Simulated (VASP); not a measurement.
Set up this calculation in VASP 6.6.1, as the native input.

```
Task                   : single point
Functional             : PBEsol
Potentials or basis    : VASP PAW PBE potentials, release 64 (Sn_d)
Cutoff                 : 520 eV
k mesh                 : 16 × 16 × 16
Occupations            : gaussian, width 0.5 eV
Spin                   : no spin polarisation
Further INCAR settings : ALGO = Normal; EDIFF = 1e-07
```

The structure of Sn lies in POSCAR:

```
Sn
1.0
   -1.7555100000      1.7552400000      2.1416400000
    1.7555100000     -1.7552400000      2.1416400000
    1.7555100000      1.7552400000     -2.1416400000
Sn
1
Direct
    0.0000000000      0.0000000000      0.0000000000
```

This isn't the form of Sn at room conditions, which is tetragonal (white tin).

The input as run:

INCAR

```
SYSTEM = Sn
  ALGO = Normal
  EDIFF = 1E-7
  ENCUT = 520
  GGA = PS
  ISIF = 2
  ISMEAR = 0
  LASPH = .TRUE.
  LCHARG = .FALSE.
  LREAL = .FALSE.
  LWAVE = .FALSE.
  NELM = 80
  PREC = Accurate
  SIGMA = 0.5
```

KPOINTS

```
k-points
0
G
  16 16 16
  0 0 0
```

Potentials or basis: VASP PAW PBE potentials, release 64 (Sn_d).

Run with:

```console
$ cat potpaw_PBE.64/Sn_d/POTCAR > POTCAR
$ mpirun -np 1 vasp_std > vasp.out
```

Results of the run:

```yaml
Pressure: 0.0 GPa
Band_gap_on_the_k_mesh: none (metal or under the smearing width)
```

Caveat: the PAW data sets were made with another functional, which shifts forces and pressure a little.

Wall time 29 s on 1 thread of Intel(R) Xeon(R) 6975P-C (Granite Rapids), on a shared host, peak memory 0.28 GiB.
